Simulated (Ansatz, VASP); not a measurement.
One calculation of Re, two programs

```xyz
2
Lattice="0.0000 2.8623 2.8623 2.8623 0.0000 2.8623 2.8623 2.8623 0.0000" Properties=species:S:1:pos:R:3 pbc="T T T"
Re    0.7156    0.7156    0.7156
Re    5.0091    5.0091    5.0091
```

The cell was built by a generator and needn't be a form met in nature.

Alike in both runs: functional BLYP; k mesh 10 × 10 × 10; occupations fermi-dirac, width 0.1 eV; no spin polarisation.

Ansatz relaxed the structure, and its values are those at the end. VASP's run is a single point on that final structure, the one shown.

|  | VASP | Ansatz |
| --- | --- | --- |
| version | VASP 6.6.1 | Ansatz 0.2.0 |
| potentials or method | VASP PAW PBE potentials, release 64 (Re) | plane waves (420 eV) with PAW, scalar-relativistic |
| plane-wave cutoff (eV) | 520 | 420 |
| valence electrons in the cell | 14 | 30 |

|  | VASP | Ansatz | Ansatz less VASP |
| --- | --- | --- | --- |
| pressure (GPa) | -0.4 | 0.0 | +0.40 |

The two sets of potentials don't hold the same shells in valence.

Caveats: the PAW data sets were made with another functional, which shifts forces and pressure a little (VASP). The runs have no spin-orbit coupling, so splittings on Re are missing.
